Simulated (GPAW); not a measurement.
Here is a GPAW 26.7.0 calculation.

Contents of run.py:

```python
from ase import Atoms
from ase.dft.bandgap import bandgap
from ase.io import write
from ase.units import GPa
from gpaw import GPAW, PW

atoms = Atoms(['Al', 'Al', 'Al', 'Al', 'O', 'O', 'O', 'O', 'O', 'O'],
              cell=[[2.38025, 1.3742379782, 4.3318666667],
                    [-2.38025, 1.3742379782, 4.3318666667],
                    [0.0, -2.7484759565, 4.3318666667]],
              scaled_positions=[[0.85216, 0.85216, 0.85216],
                                [0.64784, 0.64784, 0.64784],
                                [0.14784, 0.14784, 0.14784],
                                [0.35216, 0.35216, 0.35216],
                                [0.05668, 0.75, 0.44332],
                                [0.75, 0.44332, 0.05668],
                                [0.44332, 0.05668, 0.75],
                                [0.94332, 0.25, 0.55668],
                                [0.25, 0.55668, 0.94332],
                                [0.55668, 0.94332, 0.25]],
              pbc=True)

calc = GPAW(mode=PW(800),
            xc='MGGA_X_R2SCAN+MGGA_C_R2SCAN',
            kpts={'size': (5, 5, 5), 'gamma': True},
            occupations={'name': 'fermi-dirac', 'width': 0.05},
            nbands=44,
            convergence={'density': 1e-05, 'energy': 1e-05},
            maxiter=150,
            txt='gpaw.txt')
atoms.calc = calc
energy = atoms.get_potential_energy()
forces = atoms.get_forces()
stress = atoms.get_stress()
calc.write('gs.gpw')
write('result.traj', atoms)
print(f'Energy: {energy:.6f} eV')
print('Forces (eV/A):')
print(forces.round(4))
print('Stress (GPa):', (stress / GPa).round(3))
print('Fermi level:', round(calc.get_fermi_level(), 4), 'eV')
print(f'Gap: {bandgap(calc)[0]:.4f} eV, direct: {bandgap(calc, direct=True)[0]:.4f} eV')

path = atoms.cell.bandpath('GLB1,BZGX,QFP1Z,LP', npoints=100, eps=1e-4)
bs_calc = calc.fixed_density(kpts=path, symmetry='off', nbands=64,
                             convergence={'bands': 'CBM+6.0', 'eigenstates': 1e-6}, txt='bands.txt')
bs = bs_calc.band_structure()
bs.write('bs.json')
print(f'Gap on the path: {bandgap(bs_calc)[0]:.4f} eV')
```

Potentials or basis: GPAW PAW data sets (gpaw-data 1.2.1), pw.

Run with:

```sh
$ OMP_NUM_THREADS=1 python run.py
```

(1) Predict the pressure.

(2) Estimate the largest force.

(3) Estimate the band gap along the path.

## Answers

(1) 2.1 GPa.

(2) 0.036 eV/Å.

(3) 7.15 eV, direct.

Caveat: the PAW data sets were made with another functional, which shifts forces and pressure a little.

**Experimental background.**

“Multi-petahertz electron interference in Cr:Al2O3 solid-state material”, 2018, pmc:5906618 quotes, for a bulk crystal of Al2O3: band gap 8.7 eV (optical).

Against the measured gap of Al2O3, 8.7 eV (optical; quoted in “Multi-petahertz electron interference in Cr:Al2O3 solid-state material”, 2018, pmc:5906618), the calculated 7.15 eV is off by -1.55 eV. The value is that of r2SCAN, without temperature or zero-point motion.
